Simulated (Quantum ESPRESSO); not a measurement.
# BP: highest zone-centre phonon by level of theory

```
P B
1.0
     0.00000    2.26900    2.26900
     2.26900    0.00000    2.26900
     2.26900    2.26900    0.00000
P B
1 1
Cartesian
  3.4035 3.4035 3.4035
  0.0000 0.0000 0.0000
```

```csv
rung,level,program and potentials,cutoff (eV),k mesh,highest zone-centre phonon (cm⁻¹),notes
LDA,LDA,"Quantum ESPRESSO, GBRV 1.5 LDA",612,"8 × 8 × 8, shifted",820,cell relaxed first (11.34 Å³/atom)
LDA,LDA,"Quantum ESPRESSO, PseudoDojo 0.4.1 SR LDA standard",1034,"6 × 6 × 6, shifted",821,cell relaxed first (11.29 Å³/atom)
GGA,PBE,"Quantum ESPRESSO, GBRV 1.5 PBE",612,"8 × 8 × 8, shifted",804,-
GGA,PBE,"Quantum ESPRESSO, JTH 2.0 PBE",707,"8 × 8 × 8, shifted",806,-
GGA,PBE,"Quantum ESPRESSO, PseudoDojo 0.4 SR PBE stringent",1034,"8 × 8 × 8, shifted",805,-
GGA,PBE,"Quantum ESPRESSO, PseudoDojo 0.4.1 SR PBE standard",1034,"6 × 6 × 6, shifted",800,cell relaxed first (11.75 Å³/atom)
GGA,PBE,"Quantum ESPRESSO, SG15 PBE 1.2",952,"8 × 8 × 8, shifted",801,cell relaxed first (11.71 Å³/atom)
GGA,PBE,"Quantum ESPRESSO, SPMS 1.0 PBE",925,"8 × 8 × 8, shifted",804,-
GGA,PW91,"Quantum ESPRESSO, PseudoDojo 0.4.1 SR PBE standard",1034,"6 × 6 × 6, shifted",797,potentials made for PBE; cell relaxed first (11.78 Å³/atom)
GGA,RPBE,"Quantum ESPRESSO, PseudoDojo 0.4.1 SR PBE standard",1034,"6 × 6 × 6, shifted",796,potentials made for PBE; cell relaxed first (11.82 Å³/atom)
GGA,revPBE,"Quantum ESPRESSO, PseudoDojo 0.4.1 SR PBE standard",1034,"6 × 6 × 6, shifted",797,potentials made for PBE; cell relaxed first (11.80 Å³/atom)
non-local van der Waals functional,vdW-DF-cx,"Quantum ESPRESSO, PseudoDojo 0.4.1 SR PBE standard",1034,"6 × 6 × 6, shifted",805,potentials made for PBE; cell relaxed first (11.67 Å³/atom)
```

Task: phonons. All rows: no spin polarisation. The cell comes from a database and isn't always the measured one. Meshes differ between rows, which moves values too. All levels ran on this one cell, unrelaxed unless noted. Frequencies are at q = 0 without the long-range field, so in polar crystals they are those of transverse modes; the cell's volume weighs on them. Meshes are those of the run's cell of 2 atoms unless a note names another. Runs on faulty files, with rough fits or with known faults for this quantity aren't shown. No row holds spin-orbit coupling.

By rung: LDA in relaxed cells 820 to 821; GGA 804 to 806; GGA in relaxed cells 796 to 801; non-local van der Waals functional in relaxed cells 805 (cm⁻¹).
